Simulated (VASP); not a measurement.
Here is a VASP 6.6.1 calculation.

POSCAR

```
Ni
1.0
    0.0000000000      1.7375729330      1.7375729330
    1.7375729330      0.0000000000      1.7375729330
    1.7375729330      1.7375729330      0.0000000000
Ni
1
Direct
    0.0000000000      0.0000000000      0.0000000000
```

The input INCAR.step1:

```
PREC = Accurate
ENCUT = 600
EDIFF = 1E-8
ISMEAR = 1
SIGMA = 0.1
LREAL = False
LASPH = True
NELM = 100
ALGO = Normal
ISIF = 3
LWAVE = False
LCHARG = False
ISPIN = 2
MAGMOM = 1
LORBIT = 11
LMAXMIX = 4
METAGGA = R2SCAN
LMIXTAU = True
IBRION = 2
NSW = 40
EDIFFG = -0.002
```

INCAR.step2

```
PREC = Accurate
ENCUT = 600
EDIFF = 1E-8
ISMEAR = 1
SIGMA = 0.1
LREAL = False
LASPH = True
NELM = 100
ALGO = Normal
ISIF = 3
LWAVE = False
LCHARG = False
ISPIN = 2
MAGMOM = 1
LORBIT = 11
LMAXMIX = 4
METAGGA = R2SCAN
LMIXTAU = True
IBRION = 6
NFREE = 2
POTIM = 0.015
NSW = 1
```

KPOINTS

```
Automatic mesh
0
Gamma
  10 10 10
```

Potentials or basis: VASP PAW PBE potentials, release 64 (Ni).

Launch:

```sh
$ cat potpaw_PBE.64/Ni/POTCAR > POTCAR
$ cp INCAR.step1 INCAR
$ mpirun -np 1 vasp_std > vasp.out
$ cp CONTCAR POSCAR
$ cp INCAR.step2 INCAR
$ mpirun -np 1 vasp_std > vasp.out
```

(1) Estimate the elastic constants C11, C12, C44.

(2) Estimate the Voigt bulk modulus.

(3) What does it give for the relaxed cell?

Answers

(1) 326, 168, 135 GPa.

(2) 221 GPa.

(3) a = 2.460 Å, b = 2.460 Å, c = 2.460 Å, α = 60.00°, β = 60.00°, γ = 60.00°.

Caveat: the PAW data sets were made with another functional, which shifts forces and pressure a little.
